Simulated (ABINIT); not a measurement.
Runs of ABINIT 10.8.3 (patched build) on KBr. The structure is cubic, space group Fm-3m (No. 225). Conventional cell: a = 6.600 Å, b = 6.600 Å, c = 6.600 Å, α = 90.00°, β = 90.00°, γ = 90.00°. Around Br (site symmetry m-3m) lie 6 K at 3.30 Å. K (site symmetry m-3m) has 6 Br at 3.30 Å as nearest neighbours. 

```csv
task,level,potentials or basis,spin,k mesh,cutoff (eV),fine-grid cutoff,gap on the mesh (eV),pressure (GPa)
band structure,PBE,JTH PAW PBE v2.0,off,7 × 7 × 7,544,1088.46 eV,4.43,0.7
band structure,PBE,SG15 NC PBE v1.2,off,7 × 7 × 7,1007,-,(b),0.7
single point,PBE,JTH PAW PBE v2.0,off,9 × 9 × 9,435,870.764 eV,4.43,0.7
band structure,SOGGA,JTH PAW PBE v2.0,"SOC, no magnetisation",7 × 7 × 7,435,870.764 eV,4.14,-0.3
band structure,HCTH407,JTH PAW PBE v2.0,off,7 × 7 × 7,544,1088.46 eV,5.03,2.7
band structure,BP86,JTH PAW PBE v2.0,off,7 × 7 × 7,435,870.764 eV,(a),0.7
single point,r2SCAN,JTH PAW PBE v2.0,off,6 × 6 × 6,517,1034.03 eV,(c),0.5
band structure,WC,JTH PAW PBE v2.0,off,7 × 7 × 7,435,870.764 eV,4.35,-0.2
single point,PBEsol,JTH PAW PBE v2.0,off,6 × 6 × 6,544,1088.46 eV,4.28,-0.3
band structure,PBE,PseudoDojo NC SR PBE v0.5 standard,off,7 × 7 × 7,1007,-,4.44,0.7
```

Alike in all rows: cell as given; smearing fermi-dirac 0.05 eV.

Question: Estimate the missing entries.

Answer: (a) 4.41; (b) 4.42; (c) 5.07.

Caveats: the PAW data sets were made with another functional, which shifts forces and pressure a little (some runs); an odd mesh through Γ misses points on the zone boundary, where band edges often lie (some runs).

A k mesh can miss the band edges, and rows without SOC leave out spin-orbit coupling on Br.
